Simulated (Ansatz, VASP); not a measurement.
TaN in VASP and in Ansatz

```xyz
2
Lattice="3.0261 0.0000 0.0000 -1.5131 2.6207 0.0000 0.0000 0.0000 2.8830" Properties=species:S:1:pos:R:3 pbc="T T T"
Ta    0.0000    1.7471    1.4415
N     0.0000    0.0000    0.0000
```

Change from the starting cell: equal xx and yy strain of +3 %.

Alike in both runs: task single point; functional PBE; k mesh 12 × 12 × 10; occupations fermi-dirac, width 0.02 eV; no spin polarisation.

|  | VASP | Ansatz |
| --- | --- | --- |
| version | VASP 6.6.1 | Ansatz 0.2.0 |
| potentials or method | VASP PAW PBE potentials, release 64 (Ta_pv, N), cutoff 520 eV | all-electron LAPW, scalar-relativistic |

Ansatz gave:

```
pressure (GPa)                                  : -12.9
largest component of the traceless stress (GPa) : 10.60
```

Question: Which values does VASP return?

Answer: Pressure (GPa): -12.6; largest component of the traceless stress (GPa): 10.67.

Ansatz ran all-electron here, so the differences hold the error of VASP's frozen core and of both bases.

Spin-orbit coupling is left out, which matters for the levels of Ta.
